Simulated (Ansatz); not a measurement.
# Cu/BN/Zn: conductance against the thickness of the layer, part 6 of 6

How fast does the current through Cu/BN/Zn fall with each added layer? The lower electrode is Cu fcc(111), the upper one Zn hcp(0001); the barrier is BN zinc blende(111) (whole bilayers). In the first transport cell, after relaxation, the nearest pair of electrode and barrier is Cu–N at 2.00 Å, along the normal, at the lower face and Zn–B at 2.70 Å, at a slant, too long for a bond, at the upper one. A gap without bonds adds to the barrier. All share a net of side 2.567 Å, which strains the lower electrode by +0.0 %, the upper one by -3.5 % and the barrier by +0.0 %, against typed lattice constants near PBE's. The first steps treat the bulk electrodes alone.

Ansatz 0.2.0; PBE DFT, plane waves, PAW files (the session's first sound run).

So far, transmission at the Fermi level (a spin, zone mean): step 5 (the open system: T(E)) 0.0102; step 6 (conductance, atomic planes in the barrier 4, gap between the electrodes 6.81 Å) 0.103; step 7 (conductance on a fine mesh, atomic planes in the barrier 6, gap between the …) 0.0316; step 8 (conductance, 27 atoms) 0.01000; step 10 (conductance on a fine mesh, atomic planes in the barrier 12, gap between the …) 9.8e-4.

**13. A check of the settings, 27 atoms**

This step: PBE DFT, plane waves, PAW files; ballistic transmission by layer matching between semi-infinite leads; changed: scf.occupations.method = "methfessel_paxton", scf.occupations.width = 0.3, scf.n_extra_bands = 8 (Ansatz 0.2.0).

System of this step: Cu/BN/Zn. The cell holds 27 atoms: 8 Cu, 4 N, 4 B and 11 Zn. Its edges and angles: a = 2.567 Å, b = 2.567 Å, c = 65.617 Å, α = 90.0°, β = 90.0°, γ = 120.0°. Regions: left electrode, 8 atoms (8 Cu); barrier, 8 atoms (4 N and 4 B); right electrode, 11 atoms (11 Zn). Vacuum lies along c.

This run repeats an earlier one, its twin (the spectrum run, 8 atomic planes between the electrodes), with three settings changed (scf.occupations.method, scf.occupations.width, scf.n_extra_bands; files written aside). It is meant to test how much rests on the smearing and whether the numerical route changes the result or only the time. Where the input is shown as a difference, that is against the step before, not the twin.

input.yaml reads:

```yaml
crystal:
  lattice:
    - [2.567, 0.0, 0.0]
    - [-1.2835, 2.2230872115, 0.0]
    - [0.0, 0.0, 65.6166489675]
  atoms:
    - { symbol: Cu, position: [0.66666667, 0.33333333, 0.1066802421] }
    - { symbol: Cu, position: [0.0, 0.0, 0.1386024413] }
    - { symbol: Cu, position: [0.33333333, 0.66666667, 0.1705246405] }
    - { symbol: Cu, position: [0.66666667, 0.33333333, 0.2024468396] }
    - { symbol: Cu, position: [0.0, 0.0, 0.2343690388] }
    - { symbol: Cu, position: [0.33333333, 0.66666667, 0.2662912379] }
    - { symbol: Cu, position: [0.66666667, 0.33333333, 0.2982134371] }
    - { symbol: Cu, position: [0.0, 0.0, 0.3297232013] }
    - { symbol: "N", position: [0.0, 0.0, 0.360196608] }
    - { symbol: B, position: [0.33333333, 0.66666667, 0.3667753576] }
    - { symbol: "N", position: [0.33333333, 0.66666667, 0.392148971] }
    - { symbol: B, position: [0.66666667, 0.33333333, 0.3993012918] }
    - { symbol: "N", position: [0.66666667, 0.33333333, 0.4243647849] }
    - { symbol: B, position: [0.0, 0.0, 0.4315221851] }
    - { symbol: "N", position: [0.0, 0.0, 0.4568518511] }
    - { symbol: B, position: [0.33333333, 0.66666667, 0.4634983277] }
    - { symbol: Zn, position: [0.66666667, 0.33333333, 0.4978869242] }
    - { symbol: Zn, position: [0.0, 0.0, 0.5353911694] }
    - { symbol: Zn, position: [0.66666667, 0.33333333, 0.5751610126] }
    - { symbol: Zn, position: [0.0, 0.0, 0.6149308557] }
    - { symbol: Zn, position: [0.66666667, 0.33333333, 0.6547006989] }
    - { symbol: Zn, position: [0.0, 0.0, 0.6944705421] }
    - { symbol: Zn, position: [0.66666667, 0.33333333, 0.7342403852] }
    - { symbol: Zn, position: [0.0, 0.0, 0.7740102284] }
    - { symbol: Zn, position: [0.66666667, 0.33333333, 0.8137800715] }
    - { symbol: Zn, position: [0.0, 0.0, 0.8535499147] }
    - { symbol: Zn, position: [0.66666667, 0.33333333, 0.8933197579] }
kpoints:
  mp_grid: { grid: [12, 12, 1] }
scf:
  occupations: { method: methfessel_paxton, width: 0.3 }
  max_iter: 150
  n_extra_bands: 8
hamiltonian:
  xc: pbe
output:
  transmission:
    kmesh: [18, 18]
    e_range: [-2.5, 2.5]
    de: 0.1
    leads: [[3, 4], [21, 23]]
  dos: { projected: true, e_range: [-6, 5], de: 0.05 }
  write_potential: true
  write_density: true
  volumetric_format: npy
```

On the command line:

```
ansatz run input.yaml --threads 4 --pin off --max-ram 18432MiB --backend cpu --events-out ev --progress --plain --runs-dir out
```

Numbers of over 12 decimals in the logs are rounded to 6 here.

Output:

```text
[...]
Crystal: 27 atoms, lattice volume = 374.452 Å³
Basis set: ecut = 420 eV, 7473 PW (Γ)
Bands: 166, of which v1, the nominal top of the filled ones, is band 158 counted from 1 (157 counted from 0)
Symmetry: 6 space group operations
[...]
k-points: 19 of 144 (time reversal used)
[...]
SCF iter   1: F=—  HF=-91676.979526 eV  |F-HF|=—  |Δ(HF+E_count)|=         —  Δρ=8.37e-3  dr2=1.11e1  ethr=1.77e-3  ⟨swp⟩=6.1  Hψ=13024  notcnv=0
[...]
SCF iter  12: F=-91676.757804 eV  HF=-91676.757804 eV  |F-HF|=6.76e-8  |Δ(HF+E_count)|=   2.08e-8  S|Δr|=    0.00e0  Δρ=2.93e-6  dr2=7.75e-8  ethr=3.16e-11  ⟨swp⟩=6.8  Hψ=16451  notcnv=0
SCF 1 converged in 12 iterations: F = -91676.757804 eV  dr2 = 7.75e-8
[...]
transmission: 207 of 2035 steps passed
transmission: 407 of 2035 steps passed
[...]
transmission: 2035 of 2035 steps passed
[...]
SCF converged after 12 iterations
Stability not checked: this state was not tested for a lower state beside it, because cold or Methfessel-Paxton smearing, or corrected tetrahedra, fill the levels in a way that the test cannot read (fill_not_monotonic; see scf.lower_state_search)
Free energy (F): -91676.757804 eV
[...]
Internal energy: -91676.772376 eV  (E = F + TS)
E sigma→0 (E₀):  -91676.761447 eV
Entropy (-TS):   0.014572 eV (0.540 meV/atom)
Fermi energy:    9.916088 eV
[...]
--- Band table (eV; the first three rows and the last of 19) ---
  k-point 0: bands = [... 154 lower, 8.1954, 8.1954, 8.2932, 8.2932, 8.3450, 8.3450, 8.4314, 8.7642, ... 4 higher]
  k-point 1: bands = [... 154 lower, 8.0690, 8.1775, 8.2794, 8.2835, 8.3482, 8.6027, 8.7847, 8.8942, ... 4 higher]
  k-point 2: bands = [... 154 lower, 8.1385, 8.2235, 8.2680, 8.3570, 8.4637, 8.6648, 8.7117, 9.2284, ... 4 higher]
  k-point 18: bands = [... 154 lower, 11.1757, 11.3148, 11.3859, 11.4244, 11.7805, 11.8264, 12.2960, 12.6147, ... 4 higher]
--- Transmission ---
  basis      : 55 plane waves across, 55 finite elements along
  points     : 37, standing for a mesh of 18 x 18
[...]
channels       : 8.055556e-1 a spin
[...]
slowest decay  : 0.0931 /Å at (0.4444, 0.1111)
[...]
channels       : 5.401235e-1 a spin
[...]
slowest decay  : 0.0567 /Å at (0.3889, 0.2222)
  junction   : crystal 0 to crystal 1, 13.63 to 43.57 Å
    transmission   : 1.099976e-2 a spin
[...]
```

Elapsed: 2.7 min, on 4 threads of Arm Neoverse V1, shared host; peak memory 2.4 GiB; 11 min of CPU time.

Residual by cycle:

cycle, log10 residual and a bar from the least value:
```
        1        1.0 ##############################
        2        1.0 ##############################
        3       -1.0 ######################
        4       -1.6 ####################
        5       -1.9 ###################
        6       -2.5 #################
        7       -3.4 ##############
        8       -4.0 ############
        9       -4.4 ##########
       10       -5.3 #######
       11       -6.3 ###
       12       -7.1
```

The run finished with changed settings (scf.occupations.method = "methfessel_paxton", scf.occupations.width = 0.3 and scf.n_extra_bands = 8); it serves as a test.

The transmission at the Fermi level, both spins, is 0.0220 against 0.0204 in the twin: a change of +8 %.

Side by side:

| quantity | this run | sound run | difference |
| --- | --- | --- | --- |
| free energy (eV) | -91676.76 | -91676.85 | 0.0888 |
| Fermi energy (eV) | 9.9161 | 9.9198 | -0.00368 |
| transmission at the Fermi level (a spin, zone mean) | 0.011000 | 0.010218 | 7.8e-4 |
| potential step in the lower lead (meV) | 31.5 | 25.2 | 6.30 |
| potential step in the upper lead (meV) | 59.2 | 42.5 | 16.7 |

One result that differs is the potential step in the upper lead, 59.2 meV against 42.5 meV.

**14. The same cell, other settings, 23 atoms**

This step: PBE DFT, plane waves, PAW files; ballistic transmission by layer matching between semi-infinite leads; changed: hamiltonian.dispersion = "d3bj", scf.eigensolver.kind = "davidson" (Ansatz 0.2.0).

System of this step: Cu/BN/Zn. The cell holds 23 atoms: 8 Cu, 2 N, 2 B and 11 Zn. Its edges and angles: a = 2.567 Å, b = 2.567 Å, c = 61.388 Å, α = 90.0°, β = 90.0°, γ = 120.0°. Regions: left electrode, 8 atoms (8 Cu); barrier, 4 atoms (2 N and 2 B); right electrode, 11 atoms (11 Zn). Vacuum lies along c.

This run repeats an earlier one, its twin (the conductance run, 4 atomic planes between the electrodes), with two settings changed (scf.eigensolver.kind, hamiltonian.dispersion; files written aside). It is meant to test whether the numerical route changes the result or only the time and that a pairwise dispersion term, which adds to the energy and not to the potential, leaves the transmission of fixed atoms as it is. Where the input is shown as a difference, that is against the step before, not the twin.

input.yaml reads:

```yaml
crystal:
  lattice:
    - [2.567, 0.0, 0.0]
    - [-1.2835, 2.2230872115, 0.0]
    - [0.0, 0.0, 61.3881948764]
  atoms:
    - { symbol: Cu, position: [0.66666667, 0.33333333, 0.1140284384] }
    - { symbol: Cu, position: [0.0, 0.0, 0.148149457] }
    - { symbol: Cu, position: [0.33333333, 0.66666667, 0.1822704755] }
    - { symbol: Cu, position: [0.66666667, 0.33333333, 0.2163914941] }
    - { symbol: Cu, position: [0.0, 0.0, 0.2505125126] }
    - { symbol: Cu, position: [0.33333333, 0.66666667, 0.2846335312] }
    - { symbol: Cu, position: [0.66666667, 0.33333333, 0.3187545498] }
    - { symbol: Cu, position: [0.0, 0.0, 0.3524347246] }
    - { symbol: "N", position: [0.0, 0.0, 0.3850071571] }
    - { symbol: B, position: [0.33333333, 0.66666667, 0.3920390547] }
    - { symbol: "N", position: [0.33333333, 0.66666667, 0.4191604172] }
    - { symbol: B, position: [0.66666667, 0.33333333, 0.4265437846] }
    - { symbol: Zn, position: [0.0, 0.0, 0.4633010874] }
    - { symbol: Zn, position: [0.33333333, 0.66666667, 0.5033886466] }
    - { symbol: Zn, position: [0.0, 0.0, 0.5458978593] }
    - { symbol: Zn, position: [0.33333333, 0.66666667, 0.5884070721] }
    - { symbol: Zn, position: [0.0, 0.0, 0.6309162849] }
    - { symbol: Zn, position: [0.33333333, 0.66666667, 0.6734254977] }
    - { symbol: Zn, position: [0.0, 0.0, 0.7159347105] }
    - { symbol: Zn, position: [0.33333333, 0.66666667, 0.7584439232] }
    - { symbol: Zn, position: [0.0, 0.0, 0.800953136] }
    - { symbol: Zn, position: [0.33333333, 0.66666667, 0.8434623488] }
    - { symbol: Zn, position: [0.0, 0.0, 0.8859715616] }
kpoints:
  mp_grid: { grid: [12, 12, 1] }
scf:
  occupations: { method: fermi_dirac, width: 0.1 }
  max_iter: 150
  eigensolver: { kind: davidson }
hamiltonian:
  xc: pbe
  dispersion: d3bj
output:
  transmission:
    kmesh: [36, 36]
    e_range: [-0.26, 0.27]
    de: 0.0375
    leads: [[3, 4], [17, 19]]
```

Output:

```text
[...]
Crystal: 23 atoms, lattice volume = 350.322 Å³
Basis set: ecut = 420 eV, 7015 PW (Γ)
Bands: 180, of which v1, the nominal top of the filled ones, is band 150 counted from 1 (149 counted from 0)
Symmetry: 6 space group operations
[...]
k-points: 19 of 144 (time reversal used)
[...]
SCF iter   1: F=—  HF=-90602.137835 eV  |F-HF|=—  |Δ(HF+E_count)|=         —  Δρ=7.29e-3  dr2=1.73e1  ethr=1.77e-3  ⟨swp⟩=14.9  Hψ=18050  notcnv=0  reapply=8
[...]
SCF iter  13: F=-90601.997810 eV  HF=-90601.997810 eV  |F-HF|=1.97e-8  |Δ(HF+E_count)|=  1.75e-10  Δρ=1.46e-6  dr2=2.36e-8  ethr=4.07e-11  ⟨swp⟩=3.3  Hψ=6484  notcnv=0
SCF 1 converged in 13 iterations: F = -90601.997810 eV  dr2 = 2.36e-8
[...]
transmission: 526 of 5207 steps passed
transmission: 1043 of 5207 steps passed
[...]
transmission: 5207 of 5207 steps passed
SCF converged after 13 iterations
Free energy (F): -90601.997810 eV
[...]
Internal energy: -90601.830196 eV  (E = F + TS)
E sigma→0 (E₀):  -90601.914003 eV
Entropy (-TS):   -0.167615 eV (-7.288 meV/atom)
Fermi energy:    9.782477 eV
[...]
--- Band table (eV; the first three rows and the last of 19) ---
  k-point 0: bands = [... 146 lower, 7.9606, 7.9606, 8.0798, 8.1022, 8.1022, 8.1943, 8.1943, 8.5013, ... 26 higher]
  k-point 1: bands = [... 146 lower, 7.8704, 7.9534, 7.9747, 8.0993, 8.1717, 8.1975, 8.3981, 8.4027, ... 26 higher]
  k-point 2: bands = [... 146 lower, 7.9374, 8.0234, 8.0877, 8.2023, 8.2696, 8.2777, 8.4530, 8.9655, ... 26 higher]
  k-point 18: bands = [... 146 lower, 11.0445, 11.1913, 11.2445, 11.2958, 11.6441, 11.6988, 12.1697, 12.5094, ... 26 higher]
--- Transmission ---
  basis      : 55 plane waves across, 41 finite elements along
  points     : 127, standing for a mesh of 36 x 36
[...]
filled         : 21.4 meV under the level at which it is neutral
    channels       : 7.939815e-1 a spin
[...]
slowest decay  : 0.0753 /Å at (0.4444, 0.1111)
[...]
filled         : 29.3 meV over the level at which it is neutral
    channels       : 5.979938e-1 a spin
[...]
slowest decay  : 0.0129 /Å at (0.2500, 0.1111)
  junction   : crystal 0 to crystal 1, 13.63 to 38.12 Å
    transmission   : 1.025031e-1 a spin
[...]
resistance     : 6.0107e-3 Ω µm² beyond half of each lead's own
```

It took 3 min on 4 threads; peak memory 2 GiB; 12 min of CPU time.

This step gave:

| Quantity | Value |
| --- | --- |
| free energy | -90601.9978 eV |
| Fermi energy | 9.782 eV |
| transmission at the Fermi level (a spin, zone mean) | 0.1025 |
| potential step in the lower lead | 23.7 meV |
| ballistic conductance of the lower lead | 1.08e15 S/m² |
| potential step in the upper lead | 35.8 meV |
| ballistic conductance of the upper lead | 8.16e14 S/m² |
| junction conductance | 1.41e14 S/m² |
| error estimates by source, in the log's order | 0.1, 0, 4.8, 11.3, 2.3 % |
| resistance-area product beyond the leads | 0.006011 Ω um² |

One spin. Transmission, zone mean against energy, zero at the Fermi level:

| energy (eV) | transmission, zone mean |
| --- | --- |
| -0.260 | 0.121 |
| -0.223 | 0.125 |
| -0.185 | 0.117 |
| -0.147 | 0.111 |
| -0.110 | 0.112 |
| -0.072 | 0.113 |
| -0.035 | 0.106 |
| 0.003 | 0.103 |
| 0.040 | 0.102 |
| 0.077 | 0.0970 |
| 0.115 | 0.0920 |
| 0.152 | 0.0881 |
| 0.190 | 0.0860 |
| 0.228 | 0.0826 |
| 0.265 | 0.0791 |

One spin. The open channels, zone mean by energy, zero at the Fermi level:

| energy (eV) | lower lead | upper lead |
| --- | --- | --- |
| -0.260 | 0.780 | 0.603 |
| -0.223 | 0.780 | 0.603 |
| -0.185 | 0.780 | 0.584 |
| -0.147 | 0.780 | 0.589 |
| -0.110 | 0.785 | 0.589 |
| -0.072 | 0.785 | 0.598 |
| -0.035 | 0.785 | 0.598 |
| 0.003 | 0.794 | 0.598 |
| 0.040 | 0.799 | 0.607 |
| 0.077 | 0.803 | 0.617 |
| 0.115 | 0.822 | 0.612 |
| 0.152 | 0.822 | 0.603 |
| 0.190 | 0.822 | 0.593 |
| 0.228 | 0.822 | 0.593 |
| 0.265 | 0.822 | 0.566 |

Transmission over k1 and k2. At 0.0025 eV from the Fermi level.

Ten even steps from '0' (0.000) to '9' (0.349), each cell a mean:
```
000000000000000000000000000000000000
000000000000000000000000000000000000
000000000054450000000000000000000000
000000156677777675210000000000000000
000000677788898887765000000000000000
000004778889999999887734000000000000
000008788999999999999887720000000000
000008789999988778899998876000000000
000000778999975212368999987300000000
000000678999973000002699998761000000
000000177899985000000168999876000000
000000027789998510000037999877500000
000000001678999863100047999987700000
000000000087899998765578999998750000
000000000005788999999999999988780000
000000000000276788999999999887780000
000000000000000377788999988877700000
000000000000000003567788887776300000
000000000000000000012228778221000000
000000000000000000000000000000000000
000000000000000000000000000000000000
000000000000000000000000000000000000
```
Columns: k1 (b1) from -0.5 to 0.472; rows upwards: k2 (b2) from -0.5 to 0.472.

The conductance is 1.4e14 S/m² against 1.4e14 S/m² in the twin: no change within 1 %.

**15. What came out**

| Property | Result |
| --- | --- |
| 1/G at 6.81 Å gap | 0.00709 Ω um² |
| 1/G at 15.3 Å gap | 0.741 Ω um² |
| decay constant β | 0.55 Å⁻¹ |

**Reading.** A fit of ln G against d gives β = 0.55 Å⁻¹, and step by step the slopes are 0.56, 0.54, 0.55 and 0.55 Å⁻¹. They agree within a fifth, so G falls as one exponential, by a factor of ten every 4.2 Å. At the Fermi level the layers of the barrier in the wide-window run (8 planes) hold from 0.0076 to 0.16 states an eV and atom. A semilocal functional narrows gaps, which tends to make the decay too slow. The program's largest error estimate on these conductances is 25 %, from the leads' potential steps, in the run that gave 1.3e12 S/m². In 5 of these 5 runs a lead's potential steps by more than 25 meV, which the program flags as too much. No spin-orbit coupling, phonons, disorder or image charges enter; the interfaces are ordered, one cell wide and lattice-matched by strain. Semilocal gaps are too small, which can bring a band edge of the barrier nearer to the Fermi level than it is.

[Logs are printed without paths, hosts, clocks, repeated set-up lines and the standing remarks that a program may print on its own settings, such as how far it seeks lower states.]

[Hosts, paths, dates, database ids (printed as entryN), source tags and the programs' standing remarks are cut or masked in the printed files.]
